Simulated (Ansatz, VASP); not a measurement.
PbO2 (Plattnerite) in VASP and in Ansatz

```
Pb O
1.0
     5.34300    0.00000    0.00000
     0.00000    3.29500    0.00000
     0.00000    0.00000    6.29000
Pb O
4 8
Direct
  0.25700 0.25000 0.89200
  0.74300 0.75000 0.10800
  0.75700 0.25000 0.60800
  0.24300 0.75000 0.39200
  0.34400 0.25000 0.58400
  0.65600 0.75000 0.41600
  0.84400 0.25000 0.91600
  0.15600 0.75000 0.08400
  0.02000 0.75000 0.67900
  0.98000 0.25000 0.32100
  0.52000 0.75000 0.82100
  0.48000 0.25000 0.17900
```

Alike in both runs: task electric field gradients; functional PBE; k mesh 4 × 6 × 4; occupations fermi-dirac, width 0.02 eV; no spin polarisation.

|  | VASP | Ansatz |
| --- | --- | --- |
| version | VASP 6.6.1 | Ansatz 0.2.0 |
| potentials or method | VASP PAW PBE potentials, release 64 (Pb_d, O) | plane-wave PAW, scalar-relativistic |
| plane-wave cutoff (eV) | 520 | 420 |
| valence electrons in the cell | 104 | 104 |

```tsv
	VASP	Ansatz	Ansatz less VASP
rms of the force components (eV/Å)	0.868	0.871	+0.0027
Vzz of the field gradient on the site that differs most (V/Å²)	-241.3	-222.7	+18.55
```

Atom by atom the forces differ by 0.016 eV/Å (rms over components). Ansatz warned: «gradients_without_spin_orbit».

Caveats: forces of over 1 eV/Å show positions far from the minimum, so gaps and moduli don't describe the material at rest. Spin-orbit coupling is left out, which matters for the levels of Pb.
